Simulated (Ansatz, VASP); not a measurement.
**Cu in VASP and in Ansatz**

Contents of INCAR:

```
SYSTEM = Cu
  PREC = Accurate
  ENCUT = 520
  EDIFF = 1E-6
  ISMEAR = -1
  SIGMA = 0.1
  LREAL = .FALSE.
  LASPH = .TRUE.
  NELM = 80
  ALGO = Normal
  ISIF = 2
  LWAVE = .FALSE.
  LCHARG = .TRUE.
  GGA = RP
  LELF = .TRUE.
  LVHAR = .TRUE.
  NBANDS = 12
```

The input KPOINTS:

```
Automatic mesh
0
G
  14 14 14
  0 0 0
```

Contents of POSCAR:

```
Cu
1.0
    2.4390957792      0.0000000000      0.0000000000
    0.0000000000      2.4390957792      0.0000000000
    0.0000000000      0.0000000000      2.4390957792
Cu
1
Direct
    0.0000000000      0.0000000000      0.0000000000
```

Input for Ansatz:

```yaml
crystal:
  lattice:
    - [2.4390957792, 0.0, 0.0]
    - [0.0, 2.4390957792, 0.0]
    - [0.0, 0.0, 2.4390957792]
  atoms:
    - { symbol: Cu, position: [0.0, 0.0, 0.0] }
hamiltonian:
  xc: rpbe
  pseudopotentials:
    kind: paw
    azcp:
      Cu: "pseudopotentials/Cu.paw.azcp"
basis:
  ecutwfc: 420
  fft_grid_basis: typed
kpoints:
  mp_grid: { grid: [14, 14, 14], shift: [0, 0, 0] }
magnetization:
  spin_polarized: false
scf:
  occupations: { method: fermi_dirac, width: 0.1 }
  lower_state_search: "off"
output:
  stress: true
```

Alike in both runs: task single point; functional RPBE; k mesh 14 × 14 × 14; occupations fermi-dirac, width 0.1 eV; no spin polarisation.

|  | VASP | Ansatz |
| --- | --- | --- |
| version | VASP 6.6.1 | Ansatz 0.2.0 |
| potentials or method | VASP PAW PBE potentials, release 64 (Cu) | plane waves (420 eV) with PAW, scalar-relativistic |
| plane-wave cutoff (eV) | 520 | 420 |
| valence electrons in the cell | 11 | 19 |

|  | VASP | Ansatz | Ansatz less VASP |
| --- | --- | --- | --- |
| pressure (GPa) | 0.6 | 0.0 | -0.65 |

The two sets of potentials don't hold the same shells in valence.

Caveats: the PAW data sets were made with another functional, which shifts forces and pressure a little (VASP).
